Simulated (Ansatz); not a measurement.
# CsH: how the settings move a single-point run

Question: which choices in the input matter for CsH? The cell is built on a prototype (CsCl type) and needn't be the phase found in nature.

Method: reference: DFT, HSE06, plane waves, PAW, in Ansatz 0.2.0.

## 1. The system as given

Symmetry: Pm-3m, No. 221, cubic system. Conventional cell: a = 3.813 Å, b = 3.813 Å, c = 3.813 Å, α = 90.00°, β = 90.00°, γ = 90.00°. Cs (site symmetry m-3m) is surrounded by 8 H at 3.30 Å. Around H (site symmetry m-3m) lie 8 Cs at 3.30 Å.

As a file:

```
CELL_PARAMETERS angstrom
3.81309 0.00000 0.00000
0.00000 3.81309 0.00000
0.00000 0.00000 3.81309
ATOMIC_POSITIONS crystal
Cs 0.00000 0.00000 0.00000
H 0.50000 0.50000 0.50000
```

## 2. Baseline

input.yaml reads:

```yaml
crystal:
  lattice:
    - [3.8130897866, 0.0, 0.0]
    - [0.0, 3.8130897866, 0.0]
    - [0.0, 0.0, 3.8130897866]
  atoms:
    - { symbol: Cs, position: [0.0, 0.0, 0.0] }
    - { symbol: H, position: [0.5, 0.5, 0.5] }
kpoints:
  mp_grid: { grid: [4, 4, 4] }
hamiltonian:
  xc: hse06
scf:
  occupations: { method: fixed }
  n_extra_bands: 4
output:
  forces: true
  stress: true
  eigenvalues: true
  write_density: true
  write_potential: true
  elf: true
  volumetric_format: npy
```

Started as:

```
$ ansatz run input.yaml --threads 4 --pin off --max-ram 3686MiB --backend cpu --events-out ev --progress --plain --runs-dir out
```

## 3. Changing settings: occupations.method gaussian, occupations.width 0.5

input.yaml: that of step 2 with these lines changed.

```diff
@@ -13,3 +13,3 @@
 scf:
-  occupations: { method: fixed }
+  occupations: { method: gaussian, width: 0.5 }
   n_extra_bands: 4
@@ -19,5 +19 @@
   eigenvalues: true
-  write_density: true
-  write_potential: true
-  elf: true
-  volumetric_format: npy
```

**Question.** What will these runs give? Wanted: for each run, ending; energy change; pressure; gap; force.

The runs gave:

| run | ending | energy change | pressure (GPa) | gap (eV) | force (eV/Å) | cycles | time |
| --- | --- | --- | --- | --- | --- | --- | --- |
| reference | converged | 0 | 0.2 | 3.62 | 0.00 | 9 | 9.7 s |
| 1: occupations.method gaussian, occupations.width 0.5 | converged | 0.0 meV/atom (σ→0) | 0.2 | 3.62 | 0.00 | - | 9.8 s |

Times don't compare one to one where runs were asked for different outputs or read a saved state (see the inputs); cycles may leave out searches for a lower state.

Residual by cycle in the longest SCF loop of each run; runs are numbered as in the table. The quantity is the density residual dr2, in eV.

| cycle | reference | run 1 |
| --- | --- | --- |
| 1 | 0.00153 | 0.0015 |
| 2 | 2.6e-4 | 2.7e-4 |
| 3 | 5.4e-5 | 5.7e-5 |
| 4 | 3.5e-6 | 3.3e-6 |
| 5 | 5.1e-7 | 5.1e-7 |

The changed input (smearing) leaves the energy the same to the digits printed. The gap of the reference lacks spin-orbit coupling, though the cell holds Cs.
